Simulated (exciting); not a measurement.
A run of exciting (release sodium) is set up as follows.

Contents of input.xml:

```xml
<input>
  <title>Sb</title>
  <structure speciespath="./" tshift="false">
    <crystal scale="1">
      <basevect>-2.979229170526 2.979229170526 5.124820902004</basevect>
      <basevect>2.979229170526 -2.979229170526 5.124820902004</basevect>
      <basevect>2.979229170526 2.979229170526 -5.124820902004</basevect>
    </crystal>
    <species speciesfile="Sb.xml" rmt="2.3">
      <atom coord="0.000000000000 0.000000000000 0.000000000000"/>
    </species>
  </structure>
  <groundstate do="fromscratch" ngridk="12 12 12" rgkmax="9" gmaxvr="14" lmaxapw="10" lmaxmat="10" lmaxvr="8" xctype="LDA_PW" stype="Gaussian" swidth="0.00073499" nempty="8" ValenceRelativity="iora*" epsengy="1e-05" epspot="1e-05" maxscl="60" tforce="true" outputlevel="low"/>
</input>
```

Potentials or basis: all-electron LAPW+lo, shipped species files, valence relativity iora*.

The run is started by

```bash
$ OMP_NUM_THREADS=1 exciting_smp
```

Problem. What does it give for the band gap on the k mesh?

Solution. None (metal or under the smearing width).

Spin-orbit coupling is left out, which matters for the levels of Sb.
